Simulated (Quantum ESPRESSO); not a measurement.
B, 1 atom in the cell. Symmetry: P4/mmm, No. 123, tetragonal system. The conventional cell has a = 2.346 Å, b = 2.346 Å, c = 1.586 Å, α = 90.00°, β = 90.00°, γ = 90.00°. Around B (site symmetry 4/mmm) lie 2 B at 1.59 Å. The cell was built by a generator and needn't be a form met in nature.

- Program: Quantum ESPRESSO 7.5
- Task: energy-loss spectrum
- Functional: LDA
- Potentials or basis: PseudoDojo 0.4.1 SR LDA standard
- Cutoff: 1034 eV
- Density cutoff: 4136 eV
- k mesh: 9 × 9 × 12
- Occupations: fermi-dirac, width 0.05 eV
- Spin: no spin polarisation
- Iterations: 300
- Form of the LDA correlation: PW92
- Mixing beta: 0.5
- Most SCF iterations: 120
- SCF threshold: 2e-10 Ry

Potentials or basis: PseudoDojo 0.4.1 SR LDA standard.

The run is started by

```console
$ OMP_NUM_THREADS=1 pw.x -in pw.in > pw.out
$ OMP_NUM_THREADS=1 pw.x -in scf2.in > scf2.out
$ OMP_NUM_THREADS=1 turbo_eels.x -in eels.in > eels.out
$ OMP_NUM_THREADS=1 turbo_spectrum.x -in spectrum.in > spectrum.out
$ OMP_NUM_THREADS=1 turbo_spectrum.x -in spectrum_short.in > spectrum_short.out
```

Hardware: 1 thread of Arm Neoverse V2, on a shared host.

Problem. Estimate the wall time of this run.

Solution. Run time: 69 s on 1 thread of Arm Neoverse V2 (shared host), peak memory 0.23 GiB. Counts: scf iterations 8, k pools 1, bands 6, k points 105, g dense 5273.
